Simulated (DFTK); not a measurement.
A run of DFTK 0.8.2:

run.jl

```julia
using DFTK
using PseudoPotentialData
using Unitful, UnitfulAtomic
using LinearAlgebra, Printf
include("save.jl")
disable_threading()

lines     = readlines("POSCAR")
lattice   = austrip(1u"Å") * parse(Float64, lines[2]) * hcat([parse.(Float64, split(l)) for l in lines[3:5]]...)
symbols   = vcat([fill(Symbol(s), parse(Int, n)) for (s, n) in zip(split(lines[6]), split(lines[7]))]...)
positions = [parse.(Float64, split(l)[1:3]) for l in lines[9:8+length(symbols)]]
pseudopotentials = PseudoFamily("dojo.nc.sr.pbesol.v0_4_1.standard.upf")
elements = Dict(s => ElementPsp(s, pseudopotentials) for s in unique(symbols))
atoms    = [elements[s] for s in symbols]

build_model(lattice, positions; symmetries=true) =
    model_DFT(lattice, atoms, positions;
              functionals=[:gga_x_am05, :gga_c_am05],
              temperature=austrip(0.05u"eV"),
              smearing=Smearing.FermiDirac(),
              symmetries)
Ecut  = 42.0  # hartree
kgrid = [7, 7, 2]
tol   = 1e-6
to_GPa = ustrip(uconvert(u"GPa", 1u"hartree/bohr^3"))

results["points"] = []
for scale in [0.94, 0.96, 0.98, 1.0, 1.02, 1.04, 1.06]
    println("\n=== scale = ", scale)
    model = build_model(cbrt(scale) * lattice, positions)
    basis = PlaneWaveBasis(model; Ecut, kgrid)
    t0 = time()
    scfres = self_consistent_field(basis;
                                   tol,
                                   nbandsalg=AdaptiveBands(model; n_bands_converge=13))
    seconds = time() - t0
    @printf "SCF: %d iterations, %.1f s\n" scfres.n_iter seconds
    forces = compute_forces_cart(scfres)
    stress = compute_stresses_cart(scfres)
    @printf "V = %.5f Å^3  F = %.8f Ha  max force = %.5f eV/Å  p = %.4f GPa\n" ustrip(auconvert(u"Å^3", model.unit_cell_volume)) scfres.energies.total ustrip(auconvert(u"eV/Å", maximum(norm, forces))) (-tr(stress) / 3 * to_GPa)
    push!(results["points"], save_scf!(scfres; forces, stress, d=Dict{String,Any}("seconds" => seconds, "n_matvec" => get(scfres, :n_matvec, 0))))
end

# third-order Birch-Murnaghan fit in x = V^(-2/3)
V = [0.94, 0.96, 0.98, 1.0, 1.02, 1.04, 1.06] * abs(det(lattice))
E = [p["total"] for p in results["points"]]
x = V .^ (-2 / 3)
c = [x .^ 0 x x .^ 2 x .^ 3] \ E
Δ = c[3]^2 - 3c[2] * c[4]
if Δ > 0
    x0 = (-c[3] + sqrt(Δ)) / 3c[4]
    B0 = 4 / 9 * x0^(7 / 2) * (2c[3] + 6c[4] * x0)
    @printf "V0 = %.4f Å^3  B0 = %.2f GPa\n" ustrip(auconvert(u"Å^3", x0^(-3 / 2))) B0 * to_GPa
end
```

Contents of POSCAR:

```
BN
1.0
    2.4982400000      0.0000000000      0.0000000000
   -1.2491200000      2.1635393048      0.0000000000
    0.0000000000      0.0000000000      6.6357000000
N B
2 2
Direct
    0.6666666667      0.3333333333      0.2500000000
    0.3333333333      0.6666666667      0.7500000000
    0.6666666667      0.3333333333      0.7500000000
    0.3333333333      0.6666666667      0.2500000000
```

Potentials or basis: dojo.nc.sr.pbesol.v0_4_1.standard.upf (PBEsol).

The run is started by

```bash
$ julia --threads=1 run.jl  # save.jl only writes the numbers to a file and isn't shown; printed stress counts tension as positive; times include loading and compiling
```

Hardware: 1 thread of AMD EPYC 9R14 (Zen 4), on a shared host.

Question: How long does it take, and how much memory?

Answer: Wall time 5.4 min on 1 thread of AMD EPYC 9R14 (Zen 4), with other jobs on the host, peak memory 1.6 GiB. Counts: scf iterations 75, bands 13.
